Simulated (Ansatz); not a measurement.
PbSe built on the rocksalt prototype was relaxed with 5 functionals in the plane-wave code Ansatz, cell and atoms free, the symmetry of the start kept (meshes: PBE 8×8×8, r2SCAN 6×6×6, PBEsol 6×6×6, LDA 6×6×6, HSE06 4×4×4). Spin-unpolarised throughout; all numbers are computed.

The HSE06 result:
```
Pb Se
1.0
     0.00000    3.08636    3.08636
     3.08636    0.00000    3.08636
     3.08636    3.08636    0.00000
Pb Se
1 1
Direct
  0.00000 0.00000 0.00000
  0.50000 0.50000 0.50000
```

The symmetry is Fm-3m (No. 225, cubic); conventional cell a = 6.173 Å, 29.40 Å³ an atom. Pb is surrounded by 6 Se at 3.09 Å; Se is surrounded by 6 Pb at 3.09 Å.

Q: What lattice does PBEsol give?

A: a = 6.101 Å; the volume differs by -3.5 % from HSE06's. Pb has 6 Se at 3.05 Å; Se has 6 Pb at 3.05 Å.

Q: How does the cell change with r2SCAN?

A: a = 6.177 Å; the volume differs by +0.2 % from HSE06's. Around Pb lie 6 Se at 3.09 Å; around Se lie 6 Pb at 3.09 Å.

Q: Held at the r2SCAN cell, what mean stress do LDA and PBE find, and does its sign point to their own minimum?

A: Yes. LDA -3.36 GPa, and its relaxed volume is -6.7 % from r2SCAN's; PBE +0.95 GPa, and its relaxed volume is +2.0 % from r2SCAN's. Compression counts positive, so a positive stress asks for a larger cell.
